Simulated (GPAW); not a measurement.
A calculation with GPAW 26.7.0 of Si (native input, structure from a POSCAR):

The input run.py:

```python
from ase.io import read
from gpaw import PW
from gpaw.dft import DFT

atoms = read('POSCAR')

dft = DFT(atoms,
          mode=PW(600),
          xc='PBE',
          kpts={'size': (11, 11, 11), 'gamma': True},
          occupations={'name': 'fermi-dirac', 'width': 0.05},
          nbands=11,
          convergence={'density': 1e-05, 'energy': 1e-05},
          maxiter=150,
          txt='gpaw.txt')
print(f'Energy: {dft.calculate_energy():.6f} eV')
print('Forces (eV/A):')
print(dft.calculate_forces().round(4))
print('Stress (eV/A^3):', dft.calculate_stress().round(6))
dft.write_gpw_file('gs.gpw')
```

The input POSCAR:

```
Si
1.0
   -2.3713723045      2.3713723045      1.3292653899
    2.3713723045     -2.3713723045      1.3292653899
    2.3713723045      2.3713723045     -1.3292653899
Si
2
Direct
    0.5000000000      0.5000000000      0.0000000000
    0.2500000000      0.7500000000      0.5000000000
```

Potentials or basis: GPAW PAW data sets (gpaw-data 1.2.1), pw.

Launch:

```console
$ OMP_NUM_THREADS=1 python run.py
```

This isn't the form of Si at room conditions, which is diamond.

Task: Write the same calculation in another form: ASE script, structure typed inline.

Result: As run:

File run.py:

```python
from ase import Atoms
from ase.dft.bandgap import bandgap
from ase.io import write
from ase.units import Bohr, GPa
from gpaw import GPAW, PW
from gpaw.elf import elf_from_dft_calculation

atoms = Atoms(['Si', 'Si'],
              cell=[[-2.3713723045, 2.3713723045, 1.3292653899],
                    [2.3713723045, -2.3713723045, 1.3292653899],
                    [2.3713723045, 2.3713723045, -1.3292653899]],
              scaled_positions=[[0.5, 0.5, 0.0],
                                [0.25, 0.75, 0.5]],
              pbc=True)

calc = GPAW(mode=PW(600),
            xc='PBE',
            kpts={'size': (11, 11, 11), 'gamma': True},
            occupations={'name': 'fermi-dirac', 'width': 0.05},
            nbands=11,
            convergence={'density': 1e-05, 'energy': 1e-05},
            maxiter=150,
            txt='gpaw.txt')
atoms.calc = calc
energy = atoms.get_potential_energy()
forces = atoms.get_forces()
stress = atoms.get_stress()
calc.write('gs.gpw')
write('result.traj', atoms)
print(f'Energy: {energy:.6f} eV')
print('Forces (eV/A):')
print(forces.round(4))
print('Stress (GPa):', (stress / GPa).round(3))
print('Fermi level:', round(calc.get_fermi_level(), 4), 'eV')
print(f'Gap: {bandgap(calc)[0]:.4f} eV, direct: {bandgap(calc, direct=True)[0]:.4f} eV')

# fields on the real-space grid
write('density.cube', atoms, data=calc.get_pseudo_density() * Bohr**3)
write('potential.cube', atoms, data=calc.get_electrostatic_potential())
write('elf.cube', atoms, data=elf_from_dft_calculation(calc).data)
```

Potentials or basis: GPAW PAW data sets (gpaw-data 1.2.1), pw.

Command:

```bash
$ OMP_NUM_THREADS=1 python run.py
```

Both were run:

|  | native input, structure from a POSCAR | ASE script, structure typed inline |
| --- | --- | --- |
| Pressure | 3.7 GPa | 3.7 GPa |
| Band gap on the k mesh | none (metal or under the smearing width) | none (metal or under the smearing width) |

Keys that steer only the numerical path or the files written may differ.
